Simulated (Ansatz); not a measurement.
The system is C.

```xyz
12
Lattice="2.5221 0.0000 0.0000 -1.2611 2.1842 0.0000 0.0000 0.0000 12.3557" Properties=species:S:1:pos:R:3 pbc="T T T"
C     1.2611    0.7281    4.3760
C     0.0000    1.4561   10.5539
C     1.2611    0.7281    1.8018
C     0.0000    1.4561    7.9797
C     1.2611    0.7281    5.9205
C     0.0000    1.4561   12.0983
C     1.2611    0.7281    0.2574
C     0.0000    1.4561    6.4352
C     0.0000    0.0000   10.0390
C     0.0000    0.0000    3.8612
C     0.0000    0.0000    8.4945
C     0.0000    0.0000    2.3167
```

This is a hexagonal form of diamond, not graphite.

* Program: Ansatz 0.2.0
* Task: relaxation of cell and atoms
* Functional: revPBE
* Potentials or basis: Ansatz PAW
* Cutoff: 420 eV (not typed: the program's choice for these potentials)
* k mesh: 12 × 12 × 3
* Occupations: fermi-dirac, width 0.05 eV
* Spin: no spin polarisation

At the start: volume 5.67 Å³/atom.

Question: Where does the relaxation end?

Answer: It ends after 7 steps and the volume is 5.76 Å³/atom (+1.5 %); space group P6_3/mmc (No. 194, to 0.05 Å).

The path:
```tsv
step	energy change (eV)	largest force (eV/Å)	volume (Å³)
1	0.0000	0.3298	68.06
2	-0.0279	0.3220	68.70
3	-0.0327	0.1198	69.05
4	-0.0331	0.0073	69.09
5	-0.0393	0.0068	69.09
6	-0.0391	0.0008	69.11
7	-0.0393	0.0009	69.11
```

Final structure:
```xyz
12
Lattice="2.5295 0.0000 0.0000 -1.2648 2.1906 0.0000 0.0000 0.0000 12.4726" Properties=species:S:1:pos:R:3 pbc="T T T"
C     1.2648    0.7302    4.4265
C     0.0000    1.4604   10.6628
C     1.2648    0.7302    1.8098
C     0.0000    1.4604    8.0460
C     1.2648    0.7302    5.9773
C     0.0000    1.4604   12.2136
C     1.2648    0.7302    0.2590
C     0.0000    1.4604    6.4953
C     0.0000    0.0000   10.1420
C     0.0000    0.0000    3.9057
C     0.0000    0.0000    8.5669
C     0.0000    0.0000    2.3306
```

Caveat: the plane-wave basis is chosen anew once the cell has moved, so the energies of steps on either side of that aren't comparable; the pressure holds a Pulay correction of +0.9 GPa for the finite cutoff; the PAW data sets come from PBE, with cores solved anew for the run's functional, which leaves a small shift of forces and pressure.
